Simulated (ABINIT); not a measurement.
Crystal: Sb.

```
Sb
1.0
     4.52770    0.00000    0.00000
     0.00000    4.42110    0.00000
    -1.32052    0.00000    6.36435
Sb
4
Direct
  0.33993 0.25000 0.68367
  0.93664 0.75000 0.76276
  0.06336 0.25000 0.23724
  0.66007 0.75000 0.31633
```

This isn't the form of Sb at room conditions, which is rhombohedral.

* Program: ABINIT 10.8.3 (patched build)
* Task: relaxation of cell and atoms
* Functional: PBEsol
* Potentials or basis: JTH PAW PBE v2.0
* Cutoff: 435 eV
* k mesh: 5 × 5 × 3
* Occupations: fermi-dirac, width 0.05 eV
* Spin: no spin polarisation

At the start: pressure -2.4 GPa; volume 31.85 Å³/atom.

Where does the relaxation end?

Over 22 steps the energy falls by 57.0 meV/atom and the volume is 28.62 Å³/atom (-10.1 %); space group P2_1/m (No. 11, to 0.05 Å).

Step by step:
| step | energy change (eV) | largest force (eV/Å) | pressure (GPa) | volume (Å³) |
| --- | --- | --- | --- | --- |
| 1 | 0.0000 | 0.1027 | -2.41 | 127.40 |
| 2 | -0.0135 | 0.0613 | -2.06 | 126.46 |
| 3 | -0.0475 | 0.2892 | 0.10 | 121.33 |
| 4 | -0.0503 | 0.2686 | 0.02 | 121.31 |
| 5 | -0.0822 | 0.1118 | -0.19 | 118.47 |
| 6 | -0.0875 | 0.1177 | -0.05 | 117.32 |
| 7 | -0.0995 | 0.1384 | 0.17 | 115.56 |
| 8 | 7.3442 | 6.2499 | 61.45 | 83.43 |
| 9 | -0.1122 | 0.1272 | -0.04 | 115.47 |
| 10 | -0.1216 | 0.1407 | -0.10 | 115.25 |
| 11 | -0.1390 | 0.3542 | 0.19 | 113.87 |
| 12 | -0.1433 | 0.3095 | 0.17 | 114.05 |
| 13 | -0.1556 | 0.2576 | 0.30 | 114.04 |
| 14 | -0.1837 | 0.2321 | 0.67 | 113.67 |
| 15 | -0.2086 | 0.2514 | 0.85 | 112.94 |
| 16 | -0.2171 | 0.1313 | 0.43 | 113.10 |
| 17 | -0.2200 | 0.1322 | 0.02 | 113.64 |
| 18 | -0.2204 | 0.1335 | -0.01 | 113.71 |
| 19 | -0.2231 | 0.1159 | -0.06 | 114.03 |
| 20 | -0.2256 | 0.0746 | -0.03 | 114.28 |
| 21 | -0.2275 | 0.0227 | 0.03 | 114.46 |
| 22 | -0.2278 | 0.0063 | 0.05 | 114.49 |

Final structure:
```
Sb
1.0
     4.14129    0.00000   -0.40922
     0.00000    4.53211    0.00000
    -1.78303    0.00000    6.27609
Sb
4
Direct
  0.36902 0.25000 0.70801
  0.90204 0.75000 0.76309
  0.09796 0.25000 0.23691
  0.63098 0.75000 0.29199
```

Caveat: the PAW data sets were made with another functional, which shifts forces and pressure a little; the atomic spheres overlap.
